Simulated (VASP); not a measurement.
# GaN (P6_3mc) in VASP: further runs

Runs on GaN. Level: PBE. Tasks: relaxation of cell and atoms.

All numbers are computed with VASP 6.6.1; they aren't measurements. Logs are shortened: lines on timing, memory, paths and dates and some standing lists are left out, and cuts for length are marked.

## 1. Starting point

The structure is hexagonal, space group P6_3mc (No. 186). The conventional cell has a = 3.180 Å, b = 3.180 Å, c = 5.166 Å, α = 90.00°, β = 90.00°, γ = 120.00°. Ga (site symmetry 3m) is surrounded by 4 N at 1.94 to 1.95 Å. Around N (site symmetry 3m) lie 4 Ga at 1.94 to 1.95 Å.

## 2. Relaxation of cell and atoms, PBE

INCAR

```
SYSTEM = GaN
ALGO = Fast ; EDIFF = 1E-7
EDIFFG = -0.002 ; ENCUT = 520
GGA = PE ; IBRION = 2
ISIF = 3 ; ISMEAR = 0
LASPH = .True. ; LCHARG = .False.
LREAL = .False. ; LWAVE = .False.
NELM = 80 ; NSW = 80
PREC = Accurate ; SIGMA = 0.02
```

KPOINTS

```
k-points
0
Gamma
  3 3 1
  0 0 0
```

POSCAR

```
GaN
1.0
    3.1800000000      0.0000000000      0.0000000000
   -1.5900000000      2.7539607800      0.0000000000
    0.0000000000      0.0000000000      5.1660000000
Ga N
2 2
Direct
    0.3333333300      0.6666666700      0.0000000000
    0.6666666700      0.3333333300      0.5000000000
    0.3333333300      0.6666666700      0.3750000000
    0.6666666700      0.3333333300      0.8750000000
```

Potentials or basis: VASP PAW PBE potentials, release 64 (Ga_d, N).

The run is started by

```bash
$ cat potpaw_PBE.64/Ga_d/POTCAR potpaw_PBE.64/N/POTCAR > POTCAR
$ mpirun -np 4 vasp_std > vasp.out
```

OUTCAR:

```text
SYSTEM = GaN
   EDIFF = 1E-7
   EDIFFG = -0.002
   ENCUT = 520
   GGA = PE
   IBRION = 2
   ISIF = 3
   ISMEAR = 0
   LASPH = .True.
   LREAL = .False.
   NELM = 80
   NSW = 80
   PREC = Accurate

 ion  position               nearest neighbor table
   1  0.333  0.667  0.000-   3 1.94   4 1.95   4 1.95   4 1.95
   2  0.667  0.333  0.500-   4 1.94   3 1.95   3 1.95   3 1.95
   3  0.333  0.667  0.375-   1 1.94   2 1.95   2 1.95   2 1.95
   4  0.667  0.333  0.875-   2 1.94   1 1.95   1 1.95   1 1.95

  LATTYP: Found a hexagonal cell.
 ALAT       =     3.1800000000
 C/A-ratio  =     1.6245283019

  Lattice vectors:

 A1 = (   3.1800000000,   0.0000000000,   0.0000000000)
 A2 = (  -1.5900000000,   2.7539607800,   0.0000000000)
 A3 = (   0.0000000000,   0.0000000000,   5.1660000000)

Analysis of symmetry for initial positions (statically):
=====================================================================
 Subroutine PRICEL returns:
 Original cell was already a primitive cell.

 Routine SETGRP: Setting up the symmetry group for a
 hexagonal supercell.

 Subroutine GETGRP returns: Found 12 space group operations
 (whereof  6 operations were pure point group operations)
 out of a pool of 24 trial point group operations.

The static configuration has the point symmetry C_3v.
 The point group associated with its full space group is C_6v.

Analysis of symmetry for dynamics (positions and initial velocities):
=====================================================================
 Subroutine PRICEL returns:
 Original cell was already a primitive cell.

 Routine SETGRP: Setting up the symmetry group for a
 hexagonal supercell.

 Subroutine GETGRP returns: Found 12 space group operations
 (whereof  6 operations were pure point group operations)
 out of a pool of 24 trial point group operations.

The dynamic configuration has the point symmetry C_3v.
 The point group associated with its full space group is C_6v.

 Subroutine INISYM returns: Found 12 space group operations
 (whereof  6 operations are pure point group operations),
 and found     1 'primitive' translations

----------------------------------------------------------------------------------------

                                     Primitive cell

  volume of cell :      45.2417

  direct lattice vectors                    reciprocal lattice vectors
     3.180000000  0.000000000  0.000000000     0.314465409  0.181556689  0.000000000
    -1.590000000  2.753960780  0.000000000     0.000000000  0.363113377  0.000000000
     0.000000000  0.000000000  5.166000000     0.000000000  0.000000000  0.193573364

  length of vectors
     3.180000000  3.179999997  5.166000000     0.363113377  0.363113377  0.193573364

  position of ions in fractional coordinates (direct lattice)
     0.333333330  0.666666670  0.000000000
     0.666666670  0.333333330  0.500000000
     0.333333330  0.666666670  0.375000000
     0.666666670  0.333333330  0.875000000

  ion indices of the primitive-cell ions
   primitive index   ion index
                 1           1
                 2           2
                 3           3
                 4           4

----------------------------------------------------------------------------------------

 KPOINTS: k-points

Automatic generation of k-mesh.
 Grid dimensions read from file:
 generate k-points for:    3    3    1

 Generating k-lattice:

  Cartesian coordinates                     Fractional coordinates (reciprocal lattice)
     0.104821803  0.060518896  0.000000000     0.333333333  0.000000000  0.000000000
     0.000000000  0.121037792  0.000000000     0.000000000  0.333333333  0.000000000
     0.000000000  0.000000000  0.193573364     0.000000000  0.000000000  1.000000000

  Length of vectors
     0.121037792  0.121037792  0.193573364

  Shift w.r.t. Gamma in fractional coordinates (k-lattice)
     0.000000000  0.000000000  0.000000000

 Subroutine IBZKPT returns following result:
 ===========================================

 Found      3 irreducible k-points:

 Following reciprocal coordinates:
            Coordinates               Weight
  0.000000  0.000000  0.000000      1.000000
  0.333333  0.000000  0.000000      6.000000
  0.333333  0.333333  0.000000      2.000000
   k-points           NKPTS =      3   k-points in BZ     NKDIM =      3   number of bands    NBANDS=     24
   number of dos      NEDOS =    301   number of ions     NIONS =      4
   total plane-waves  NPLWV =  23040
   dimension x,y,z NGX =    24 NGY =   24 NGZ =   40
   dimension x,y,z NGXF=    48 NGYF=   48 NGZF=   80
   ions per type =               2   2
   NGX,Y,Z   is equivalent  to a cutoff of  12.55, 12.55, 12.87 a.u.
   NGXF,Y,Z  is equivalent  to a cutoff of  25.09, 25.09, 25.74 a.u.
 SYSTEM =  GaN
   PREC   = accura    normal or accurate (medium, high low for compatibility)
   ISTART =      0    job   : 0-new  1-cont  2-samecut
   ICHARG =      2    charge: 1-file 2-atom 10-const
   ISPIN  =      1    spin polarized calculation?
   LNONCOLLINEAR =      F non collinear calculations
   LSORBIT =      F    spin-orbit coupling
   LASPH  =      T    aspherical Exc in radial PAW
   ENCUT  =  520.0 eV  38.22 Ry    6.18 a.u.   5.91  5.91  9.61*2*pi/ulx,y,z
   NELM   =     80;   NELMIN=  2; NELMDL= -5     # of ELM steps
   EDIFF  = 0.1E-06   stopping-criterion for ELM
   LREAL  =      F    real-space projection
   EDIFFG = -.2E-02   stopping-criterion for IOM
   NSW    =     80    number of steps for IOM
   IBRION =      2    ionic relax: 0-MD 1-quasi-New 2-CG
   NFREE  =      1    steps in history (QN), initial steepest desc. (CG)
   ISIF   =      3    stress and relaxation
   ISYM   =      2    0-nonsym 1-usesym 2-fastsym
   POTIM  = 0.5000    time-step for ionic-motion
   TEBEG  =    0.0;   TEEND  =   0.0 temperature during run
   PSTRESS=    0.0 pullay stress
   NELECT =      36.0000    total number of electrons
   NUPDOWN=      -1.0000    fix difference up-down
   EMIN   =  10.00;   EMAX   =-10.00  energy-range for DOS
   EFERMI =   0.00;   METHOD = LEGACY
   ISMEAR =     0;   SIGMA  =   0.02  broadening in eV -4-tet -1-fermi 0-gaus
   EFERMI_NEDOS =   21; number of points for ismear=-14 and -15
   IALGO  =     68    algorithm
   IMIX   =      4    mixing-type and parameters
     AMIX     =   0.40;   BMIX     =  1.00
     AMIX_MAG =   1.60;   BMIX_MAG =  1.00
  volume/ion in A,a.u.               =      11.31        76.33
  Fermi-wavevector in a.u.,A,eV,Ry     =   1.517036  2.866782 31.312427  2.301398
  Thomas-Fermi vector in A             =   2.626345
   LORBIT       =      0    0 simple, 1 ext, 2 COOP (PROOUT), +10 PAW based schemes
   GGA     = PE    functional components
   LHFCALC =     F    Hartree Fock is set to
   AEXX    =    0.0000 exact exchange contribution
   IVDW    =     0    specifies the selected vdW correction
   LEPSILON=     F    determine dielectric tensor
   LRPA    =     F    only Hartree local field effects (RPA)
 conjugate gradient relaxation of ions
 non-spin polarized calculation
 RMM-DIIS sequential band-by-band and
 Gauss-broadening in eV      SIGMA  =   0.02
  energy-cutoff  :      520.00
  volume of cell :       45.24
 maximum number of plane-waves:      1225
 NGX is ok and might be reduce to    24
   NGX = 11   NGY = 11   NGZ = 19

--------------------------------------- Ionic step        1  -------------------------------------------

 number of electron      36.0000002 magnetization

 Free energy of the ion-electron system (eV)
  ---------------------------------------------------
  ext. energy  EPLUGINS =         0.00000000
  ---------------------------------------------------
  free energy    TOTEN  =       -24.35001999 eV

  energy without entropy =      -24.35001999  energy(sigma->0) =      -24.35001999

------------------------ aborting loop because EDIFF is reached ----------------------------------------

  FORCE on cell =-STRESS in cart. coord.  units (eV):
  Direction    XX          YY          ZZ          XY          YZ          ZX
  --------------------------------------------------------------------------------------
  -------------------------------------------------------------------------------------
  Total        3.1045450      3.1045450     -0.9777521      0.0000000      0.0000000      0.0000000
  in kB      109.9434279    109.9434276    -34.6258215      0.0000000      0.0000000      0.0000000
  external PRESSURE =      61.7536780 kB  Pullay stress =       0.0000000 kB
[... 95 lines left out ...]
  FREE ENERGIE OF THE ION-ELECTRON SYSTEM (eV)
  ---------------------------------------------------
  free  energy   TOTEN  =       -24.4468620429 eV

  energy  without entropy=      -24.4468620429  energy(sigma->0) =      -24.44686204

[... ionic steps 4 to 11 ...]

--------------------------------------- Ionic step       12  -------------------------------------------

 number of electron      36.0000010 magnetization

------------------------ aborting loop because EDIFF is reached ----------------------------------------

  FORCE on cell =-STRESS in cart. coord.  units (eV):
  Direction    XX          YY          ZZ          XY          YZ          ZX
  --------------------------------------------------------------------------------------
  -------------------------------------------------------------------------------------
  Total       -0.0147702     -0.0147702     -0.0042455      0.0000000      0.0000000      0.0000000
  in kB       -0.5112234     -0.5112234     -0.1469428      0.0000000      0.0000000      0.0000000
  external PRESSURE =      -0.3897965 kB  Pullay stress =       0.0000000 kB
[... 61 lines left out ...]
  energy  without entropy=      -24.4942008850  energy(sigma->0) =      -24.49420089

--------------------------------------- Ionic step       14  -------------------------------------------

 number of electron      36.0000010 magnetization

 Free energy of the ion-electron system (eV)
  ---------------------------------------------------
  ext. energy  EPLUGINS =         0.00000000
  ---------------------------------------------------
  free energy    TOTEN  =       -24.49420085 eV

  energy without entropy =      -24.49420085  energy(sigma->0) =      -24.49420085

 E-fermi :   5.5483     XC(G=0): -11.5873

 val. band max:        5.4523480424   @ k =   0.0000   0.0000   0.0000
 cond. band min:       7.0469826460   @ k =   0.0000   0.0000   0.0000
 fundamental gap:      1.5946346036
 Fermi energy:         5.5482719413

 k-point     1 :       0.0000    0.0000    0.0000
  band No.  band energies     occupation
      1     -10.6663      2.00000
      2      -9.7979      2.00000
      3      -8.2650      2.00000
      4      -8.2650      2.00000
      5      -8.2419      2.00000
      6      -8.2050      2.00000
[... 16 lines left out ...]
     23      14.8756      0.00000
     24      16.3617      0.00000

 k-point     2 :       0.3333    0.0000    0.0000
  band No.  band energies     occupation
      1      -9.9920      2.00000
      2      -9.6713      2.00000
      3      -8.2079      2.00000
      4      -8.2029      2.00000
      5      -8.1113      2.00000
      6      -8.0682      2.00000
[... 16 lines left out ...]
     23      15.6502      0.00000
     24      15.9391      0.00000

 k-point     3 :       0.3333    0.3333    0.0000
  band No.  band energies     occupation
      1      -9.6892      2.00000
      2      -9.6892      2.00000
      3      -8.2623      2.00000
      4      -8.0738      2.00000
      5      -8.0738      2.00000
      6      -8.0552      2.00000
[... 47 lines left out ...]
  FREE ENERGIE OF THE ION-ELECTRON SYSTEM (eV)
  ---------------------------------------------------
  free  energy   TOTEN  =       -24.4942008505 eV

  energy  without entropy=      -24.4942008505  energy(sigma->0) =      -24.49420085

 reached required accuracy - stopping structural energy minimisation
```

Run time: 27 s. Hardware: 4 MPI ranks of AMD EPYC 7R13 (Zen 3), shared host; peak memory 0.09 GiB.

What came out:

| Quantity | Value |
| --- | --- |
| Free energy | -24.4942 eV |
| Relaxed volume | 11.57 Å³/atom |
| Relaxed cell | a = 3.277 Å, b = 3.277 Å, c = 4.976 Å, α = 90.00°, β = 90.00°, γ = 120.00° |
| Space group after relaxing (to 0.05 Å) | P6_3mc (No. 186) |
| Energy gained by relaxing | 36.0 meV/atom |
| Ionic steps | 14 |
| Pressure after relaxing | 0.0 GPa |
| Band gap on the k mesh | 1.59 eV, direct |

Step by step:
| step | energy change (eV) | largest force (eV/Å) | pressure (GPa) | volume (Å³) |
| --- | --- | --- | --- | --- |
| 1 | 0.0000 | 0.3449 | 6.18 | 45.24 |
| 2 | -0.0868 | 0.4242 | -5.19 | 48.12 |
| 3 | -0.0968 | 0.4195 | -2.64 | 47.38 |
| 4 | -0.1356 | 0.1782 | -1.07 | 46.74 |
| 5 | -0.1440 | 0.0202 | 0.26 | 46.21 |
| 6 | -0.1441 | 0.0300 | 0.20 | 46.24 |
| 7 | -0.1440 | 0.0340 | -0.22 | 46.34 |
| 8 | -0.1442 | 0.0003 | -0.03 | 46.29 |
| 9 | -0.1442 | 0.0005 | 0.03 | 46.28 |
| 10 | -0.1442 | 0.0014 | -0.04 | 46.29 |
| 11 | -0.1442 | 0.0000 | 0.04 | 46.29 |
| 12 | -0.1442 | 0.0012 | -0.04 | 46.29 |
| 13 | -0.1442 | 0.0004 | 0.02 | 46.29 |
| 14 | -0.1442 | 0.0009 | 0.00 | 46.29 |

Final structure:
```
Ga N
1.0
     3.27737    0.00000    0.00000
    -1.63868    2.83829    0.00000
     0.00000    0.00000    4.97618
Ga N
2 2
Cartesian
  0.0000 1.8922 4.9238
  1.6387 0.9461 2.4357
  0.0000 1.8922 1.9184
  1.6387 0.9461 4.4065
```

Caveat: the k mesh is coarse (spacing up to 1.22 Å⁻¹), so the values aren't converged. Zero-point motion and thermal expansion aren't in these numbers.

## 3. Relaxation of cell and atoms, PBE

This run uses another cell than the first one, of 11.57 Å³/atom, 1.023 times its volume.

INCAR is that of step 2.

KPOINTS is that of step 2.

POSCAR

```
GaN                                     
1.0
    3.2773698420      0.0000000000      0.0000000000
   -1.6386849210      2.8382855363     -0.0000000000
    0.0000000000      0.0000000000      4.9761846904
  Ga              N             
     2     2
Direct
     0.3333333300000021    0.6666666699999979    0.9894740961158559
     0.6666666699999979    0.3333333300000021    0.4894740961158560
     0.3333333300000021    0.6666666699999979    0.3855259038841440
     0.6666666699999979    0.3333333300000021    0.8855259038841441
```

Potentials or basis: VASP PAW PBE potentials, release 64 (Ga_d, N).

The run is started by

```bash
$ cat potpaw_PBE.64/Ga_d/POTCAR potpaw_PBE.64/N/POTCAR > POTCAR
$ mpirun -np 4 vasp_std > vasp.out
```

It took 8.7 s on 4 MPI ranks of AMD EPYC 7R13 (Zen 3), shared host; peak memory 0.09 GiB.

The run converged. Its results:

| Property | Result |
| --- | --- |
| Free energy | -24.4952 eV |
| Relaxed volume | 11.58 Å³/atom |
| Relaxed cell | a = 3.278 Å, b = 3.278 Å, c = 4.977 Å, α = 90.00°, β = 90.00°, γ = 120.00° |
| Space group after relaxing (to 0.05 Å) | P6_3mc (No. 186) |
| Energy gained by relaxing | 0.0 meV/atom |
| Ionic steps | 3 |
| Pressure after relaxing | 0.0 GPa |
| Band gap on the k mesh | 1.59 eV, direct |

Final structure:
```cif
data_structure
_symmetry_space_group_name_H-M 'P 1'
_symmetry_Int_Tables_number 1
_cell_length_a 3.2777
_cell_length_b 3.2777
_cell_length_c 4.9766
_cell_angle_alpha 90.000
_cell_angle_beta 90.000
_cell_angle_gamma 120.000
_cell_volume 46.30
loop_
_atom_site_label
_atom_site_type_symbol
_atom_site_fract_x
_atom_site_fract_y
_atom_site_fract_z
_atom_site_occupancy
Ga1 Ga 0.33333 0.66667 0.98947 1
Ga2 Ga 0.66667 0.33333 0.48947 1
N1 N 0.33333 0.66667 0.38553 1
N2 N 0.66667 0.33333 0.88553 1
```

Levels at points of the mesh, in eV from the valence-band top:
| k point | band 16 | band 17 | band 18 | band 19 | band 20 | band 21 |
| --- | --- | --- | --- | --- | --- | --- |
| (0.00, 0.00, 0.00) | -0.41 | -0.41 | 0.00 | 1.59 | 3.08 | 8.95 |

Caveat: the k mesh is coarse (spacing up to 1.26 Å⁻¹), so the values aren't converged.
